Slide an atom a little way off its place and let a spring pull it back, and the cost should be the same whether the atom went left or right. In PtSe₂ it isn't. Here Pt stays fixed while the two Se atoms of the cell slide in opposite directions, parallel to the layers, by an amplitude $x$. At $x=-0.12$ Å this costs 146.6 meV a cell, but at $x=+0.12$ Å only 119.5 meV. The pressure rises on both sides as well.

A normal mode of PtSe2 (CdI2 type, 3-atom cell) was frozen into a fixed, unrelaxed cell with Ansatz 0.2.0, using PBE-D3(BJ), scalar-relativistic PAW and no spin polarisation. The plane-wave cutoff was 420 eV, the k mesh 12×12×10 and the Gaussian smearing 0.15 eV. Energies are free energies relative to zero amplitude, and pressure is positive in compression.

```
amplitude (Å of the largest displacement)  energy change (meV a cell)  force along mode (eV/Å)  pressure (GPa)
                                    -0.12                       146.6                    2.546            4.76
                                    -0.09                        80.7                    1.853            4.18
                                    -0.06                        35.1                    1.196            3.78
                                    -0.03                         8.6                    0.578            3.55
                                        0                         0.0                    0.000            3.47
                                     0.03                         8.1                   -0.535            3.55
                                     0.06                        31.7                   -1.026            3.76
                                     0.09                        69.3                   -1.472            4.11
                                    0.105                        92.9                   -1.676            4.34
                                     0.12                       119.5                   -1.868            4.59
```

**Small and large amplitudes**

At $x=0$ the force along the slide is zero, so for a very small slide the energy curve looks like that of a spring. The first departure from it is a cubic term, so the energy change $E$ can be written as

$$E(x)\approx \tfrac12 kx^2 + cx^3 ,$$

where $k$ is the stiffness and $c$ measures the lopsidedness. The mean of the costs at $+x$ and $-x$ contains only $k$, and their difference contains only $c$. Doubling the amplitude should therefore multiply the mean by 4 and the difference by 8.

From 0.06 to 0.12 Å the mean grows by a factor of 3.98 and the difference by 7.97. The crystal thus has an ordinary spring along this path, with a cubic term on top and no sign of a second well. The restoring force tells the same story: divided by the amplitude, it falls steadily from 21.2 eV/Å² at the negative end to 15.6 eV/Å² at the positive end. The row at 0.105 Å has no partner on the negative side, but it lies on the same steady course.

**Why left and right differ**

Each Se sits on three Pt atoms, like a ball on a tripod. When the Se slides towards one foot of the tripod, it moves away from the other two. At $x=-0.12$ Å one bond shrinks from 2.495 to 2.392 Å, while the other two stretch by about half as much. At $x=+0.12$ Å one bond stretches and two shrink, each only to 2.446 Å.

The two distorted crystals are therefore different structures, although both have the same lowered symmetry, C2/m. If some symmetry operation of the crystal turned $+x$ into $-x$, the cubic term would have to vanish. No operation does so here. The slide runs along a mirror plane through one foot of the tripod, so the mirror leaves its direction alone, and a half turn about the upright axis of the tripod, which would reverse the slide, does not bring the tripod back onto itself. A slide at right angles to that plane, still parallel to the layers, would be different: the mirror turns it into its reverse, so it must cost the same both ways.

Whether this difference costs energy depends on the bonds. To first order the three length changes stand in the ratio $-1:+\tfrac12:+\tfrac12$ on the negative side, and all signs flip on the positive side. A linear spring pays for the square of its change, and the squares add up to $\tfrac32$ either way. A real bond stiffens when squeezed and softens when stretched, so its energy also has a term in the cube of the change. The cubes add up to $-\tfrac34$ on one side and $+\tfrac34$ on the other, and the dearer side is the one with the single hard squeeze.

**An estimate with linear springs**

The exact lengths allow a test of how far geometry alone goes. Put equal linear springs on the three bonds, at rest when $x=0$, and add the squares of the length changes:

- at $x=-0.12$ Å: $(-0.103)^2+2\,(0.054)^2\approx 0.016$ Å²
- at $x=+0.12$ Å: $(0.104)^2+2\,(-0.049)^2\approx 0.016$ Å²

With unrounded lengths the negative side comes out dearer by about 4 %, because a finite slide changes the bond lengths slightly unevenly. The calculation gives 23 %.

Linear springs thus have the right sign but miss most of the effect. One thing they lack is the stiffening of a squeezed bond, which is the standard behaviour of chemical bonds and acts in the right direction. Its size is not tested here, since the calculation gives total energies and not the energy of each bond. The estimate also treats the bonds as relaxed at the start, which they are not: at $x=0$ each Se still feels a force of 0.597 eV/Å at right angles to the layers. This should matter little for the difference between the sides. The mean bond length is 2.497 Å at both ends, so a constant push in the bonds would change both costs almost equally.

The sign also hints at which neighbours matter most. The closest Se–Se contact shrinks further on the positive side, to 3.170 Å against 3.251 Å on the negative side. If repulsion between Se atoms ruled, the positive side would be the dearer one. In this picture of pairs of atoms, it is the Pt–Se bonds that set the order.

**Why the pressure rises both ways**

The pressure is an average over all directions, and for a slide parallel to the layers this removes any term linear in $x$. Imagine the same slide made along three directions 120° apart. By symmetry each gives the same pressure, yet the three slides added together leave the atoms where they were. A linear pressure change would have to add up to zero, so each share must be zero. The first term left is quadratic, and the mean rise does grow by a factor of about 4 when the amplitude doubles. A cubic term is allowed here too, and the rise is indeed a little larger at the negative end, 1.29 against 1.12 GPa.

That the change is a rise and not a fall again fits the uneven bond. The mean Pt–Se length hardly moves, from 2.495 Å at rest to 2.497 Å at either end. But a squeezed bond pushes harder than an equally stretched bond pulls, so a mixture of the two pushes outwards on balance. The same reasoning explains why most solids expand when heat sets their atoms vibrating. For the pressure it remains an argument, as the calculation does not split the stress into bonds.

The modest rise, at most 1.29 GPa, hides a larger stress. The shear stress that acts to slide the layers over each other has no such ban on a linear term, and it reaches 7.63 GPa at the negative end and −5.56 GPa at the positive end. The cell was held fixed throughout. Had it been free to shear, some of this stress would have relaxed and both slides would have cost less.

**What to take from the curve**

A vibration frequency can be obtained by displacing atoms and reading off the stiffness. For a perfect spring $E/x^2$ is half of $k$. Taken from $+0.12$ Å alone, it is 8.30 eV/Å²; from $-0.12$ Å alone it is 10.18 eV/Å². The mean of the two, 9.24 eV/Å², agrees within half a per cent with the mean from the smallest pair, 9.28 eV/Å². Displacing both ways and averaging removes the cubic term, even at the largest amplitude.

The stiffness obtained in this way belongs to the cell as it was set up. That cell was not relaxed and is already under 3.47 GPa at $x=0$, so a relaxed crystal would give somewhat different values. Spin–orbit coupling, which can matter for an element as heavy as Pt, is left out as well. The distances, ratios and spring estimate are listed in the output below.

The analysis program printed:

```
Distances from geometry in A:
    row  single Pt-Se  each of two Pt-Se  mean Pt-Se  single Se-Se  each of two Se-Se
  -0.12         2.392              2.549       2.497         3.481              3.251
  -0.09         2.418              2.535       2.496          3.44              3.267
  -0.06         2.443              2.521       2.495         3.399              3.284
  -0.03         2.469              2.508       2.495          3.36              3.302
    0.0         2.495              2.495       2.495          3.32               3.32
   0.03         2.521              2.482       2.495         3.282               3.34
   0.06         2.547               2.47       2.495         3.244              3.361
   0.09         2.573              2.458       2.496         3.207              3.383
  0.105         2.586              2.452       2.496         3.188              3.394
   0.12         2.599              2.446       2.497          3.17              3.406
Response (first two columns undefined at amplitude 0 and printed as 0):
    row  energy/x^2 eV/A^2  force/x eV/A^2  pressure rise GPa  shear yz GPa  z force on each Se eV/A
  -0.12              10.18           21.22               1.29         7.632                   0.8338
  -0.09              9.963           20.59               0.71         5.534                   0.7281
  -0.06               9.75           19.93               0.31          3.56                   0.6543
  -0.03              9.556           19.27               0.08         1.714                   0.6108
    0.0                  0               0                  0             0                   0.5965
   0.03                  9           17.83               0.08        -1.582                   0.6106
   0.06              8.806            17.1               0.29        -3.036                   0.6528
   0.09              8.556           16.36               0.64        -4.365                   0.7235
  0.105              8.426           15.96               0.87        -4.981                   0.7698
   0.12              8.299           15.57               1.12        -5.563                   0.8235
Extra cost of -0.12 over +0.12 in meV a cell: 27.1
Extra cost of -0.06 over +0.06 in meV a cell: 3.4
Extra cost of -0.12 over +0.12 in percent: 22.68
Same percentage from equal linear springs: 4.225
Mean cost of the pair at 0.12 over that at 0.06: 3.984
Cost difference of the pair at 0.12 over that at 0.06: 7.971
Mean pressure rise of the pair at 0.12 over that at 0.06: 4.017
Mean size of shear stress at 0.12 over that at 0.06: 2
Restoring force at -0.12 over that at +0.12: 1.363
```
